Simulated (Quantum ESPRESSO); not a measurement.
Runs of Quantum ESPRESSO 7.5 on MoS2. The cell holds a slab with vacuum, 6 atoms: a = 3.185 Å, b = 3.185 Å, c = 21.671 Å, α = 90.00°, β = 90.00°, γ = 120.00°. 

```csv
task,level,potentials or basis,U,k mesh,form of the LDA correlation,mixing beta,start of the occupations,hubbard projectors,q mesh,mesh quality,gap on the mesh (eV),V0 of scaled cells (Å³/atom),B0 (GPa),largest force (eV/Å)
band structure,LDA,GBRV 1.5 LDA,-,10 × 10 × 2,PZ81,0.5,-,-,-,not flagged,1.36,-,-,0.38
Hubbard U by linear response,LDA+U,GBRV 1.5 LDA,Mo d U = 0.0001 eV,4 × 4 × 1,PZ81,0.3,default,ortho-atomic,2 × 2 × 1,coarse,1.64,-,-,0.40
band structure,PBEsol,GBRV 1.5 PBEsol,-,10 × 10 × 2,-,0.5,-,-,-,not flagged,1.38,-,-,0.15
Hubbard U by linear response,LDA+U,GBRV 1.5 LDA,Mo d U = 2.0 eV,4 × 4 × 1,PZ81,0.3,default,ortho-atomic,2 × 2 × 1,coarse,1.68,-,-,0.40
Hubbard U by linear response,LDA+U,GBRV 1.5 LDA,Mo d U = 4.0 eV,4 × 4 × 1,PZ81,0.3,default,ortho-atomic,2 × 2 × 1,coarse,1.70,-,-,(b)
equation of state,LDA,GBRV 1.5 LDA,-,10 × 10 × 2,PZ81,0.5,-,-,-,not flagged,-,30.50,92,-
Hubbard U by linear response,LDA+U,GBRV 1.5 LDA,Mo d U = 8.0 eV,4 × 4 × 1,PZ81,0.3,default,ortho-atomic,2 × 2 × 1,coarse,1.88,-,-,0.46
equation of state,PBEsol,GBRV 1.5 PBEsol,-,10 × 10 × 2,-,0.5,-,-,-,not flagged,-,(a),88,-
Hubbard U by linear response,LDA+U,GBRV 1.5 LDA,Mo d U = 6.0 eV,4 × 4 × 1,PZ81,0.3,default,ortho-atomic,2 × 2 × 1,coarse,1.73,-,-,0.43
```

Alike in all rows: no spin polarisation; cell as given; cutoff (eV) 612; smearing fermi-dirac 0.05 eV.

Problem. Fill in the values left out.

Solution. (a) 31.00; (b) 0.41.

Caveats: some runs use coarse meshes; the cell was scaled at fixed shape and fractional positions, which overstates the stiffness of a crystal with free parameters, most of all of layers and chains (some runs).

A k mesh can miss the band edges, and the runs leave out spin-orbit coupling on Mo.

Not every run made on this cell is shown here.
